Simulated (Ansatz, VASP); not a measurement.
## One calculation of CdSe (Cadmoselite), two programs

Contents of INCAR:

```
PREC     = Accurate       # precision mode
ENCUT    = 520            # plane-wave cutoff, eV
EDIFF    = 1E-7           # SCF threshold, eV
ISMEAR   = -1             # smearing method
SIGMA    = 0.05           # smearing width, eV
LREAL    = False          # projectors in reciprocal space
LASPH    = True           # aspherical terms in the spheres
NELM     = 100            # most SCF steps
ALGO     = Normal         # electronic algorithm
ISIF     = 2              # what is computed and relaxed
LWAVE    = False          # write WAVECAR
LCHARG   = False          # write CHGCAR
GGA      = PE             # functional
NBANDS   = 26             # bands
```

File KPOINTS:

```
regular mesh
0
Gamma
  7 7 4
```

POSCAR

```
CdSe
1.0
    4.3843351364      0.0000000000      0.0000000000
   -2.1921675682      3.7969456069      0.0000000000
    0.0000000000      0.0000000000      7.1576820134
Cd Se
2 2
Direct
    0.6666666667      0.3333333333      0.5000000000
    0.3333333333      0.6666666667      0.0000000000
    0.6666666667      0.3333333333      0.8850000000
    0.3333333333      0.6666666667      0.3850000000
```

File input.yaml:

```yaml
crystal:
  lattice:
    - [4.3843351364, 0.0, 0.0]
    - [-2.1921675682, 3.7969456069, 0.0]
    - [0.0, 0.0, 7.1576820134]
  atoms:
    - { symbol: Cd, position: [0.6666666667, 0.3333333333, 0.5] }
    - { symbol: Cd, position: [0.3333333333, 0.6666666667, 0.0] }
    - { symbol: Se, position: [0.6666666667, 0.3333333333, 0.885] }
    - { symbol: Se, position: [0.3333333333, 0.6666666667, 0.385] }
hamiltonian:
  xc: pbe
  pseudopotentials: { kind: paw }
kpoints:
  mp_grid: { grid: [7, 7, 4] }
scf:
  occupations: { method: fermi_dirac, width: 0.05 }
output:
  forces: true
  stress: true
  eigenvalues: true
```

Change from the starting cell: volume scaled by 1.06.

Alike in both runs: task single point; functional PBE; k mesh 7 × 7 × 4; occupations fermi-dirac, width 0.05 eV; no spin polarisation.

|  | VASP | Ansatz |
| --- | --- | --- |
| version | VASP 6.6.1 | Ansatz 0.2.0 |
| potentials or method | VASP PAW PBE potentials, release 64 (Cd, Se) | Ansatz PAW |
| plane-wave cutoff (eV) | 520 | 420 |
| valence electrons in the cell | 36 | 72 |

VASP gave:

| Property | Result |
| --- | --- |
| gap on the k mesh at the Fermi level (eV) | 0.57 |
| least direct gap on the mesh (eV) | 0.57 |
| pressure (GPa) | 0.3 |
| largest component of the traceless stress (GPa) | 0.95 |
| rms of the force components (eV/Å) | 0.135 |

**Question.** What did Ansatz give for the same quantities?

**Answer.** gap on the k mesh at the Fermi level (eV): 0.57; least direct gap on the mesh (eV): 0.57; pressure (GPa): 0.0; largest component of the traceless stress (GPa): 0.91; rms of the force components (eV/Å): 0.131.

Atom by atom the forces differ by 0.004 eV/Å (rms over components). The two sets of potentials don't hold the same shells in valence.

Caveats: odd divisions of the mesh miss points on the zone boundary, where band edges often lie, so the gap on the mesh can be too wide (Ansatz).
